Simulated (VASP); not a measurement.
Input of a VASP 6.6.1 run:

File INCAR:

```
SYSTEM = PbSe
ALGO = Normal
EDIFF = 1E-6
EDIFFG = -0.01
ENCUT = 600
GGA = PE
IBRION = 2
ISIF = 3
ISMEAR = 0
LASPH = .True.
LCHARG = .False.
LREAL = .False.
LWAVE = .False.
NELM = 80
NSW = 90
PREC = Accurate
SIGMA = 0.03
```

The input KPOINTS:

```
k-points
0
Gamma
  8 8 8
  0 0 0
```

POSCAR

```
PbSe
1.0
    0.0000000000      3.0606500000      3.0606500000
    3.0606500000      0.0000000000      3.0606500000
    3.0606500000      3.0606500000      0.0000000000
Pb Se
1 1
Direct
    0.0000000000      0.0000000000      0.0000000000
    0.5000000000      0.5000000000      0.5000000000
```

Potentials or basis: VASP PAW PBE potentials, release 64 (Pb_d, Se).

Run with:

```bash
$ cat potpaw_PBE.64/Pb_d/POTCAR potpaw_PBE.64/Se/POTCAR > POTCAR
$ mpirun -np 1 vasp_std > vasp.out
```

(1) Estimate the band gap on the k mesh.

(2) Estimate the relaxed volume.

(3) Estimate the space group after relaxing (to 0.05 Å).

(4) Estimate the relaxed cell.

## Answers

(1) 0.44 eV, direct.

(2) 30.05 Å³/atom.

(3) Fm-3m (No. 225).

(4) a = 4.397 Å, b = 4.397 Å, c = 4.397 Å, α = 60.00°, β = 60.00°, γ = 60.00°.

Caveat: spin-orbit coupling is left out, which as a rule narrows the gap of such compounds by several tenths of an eV.
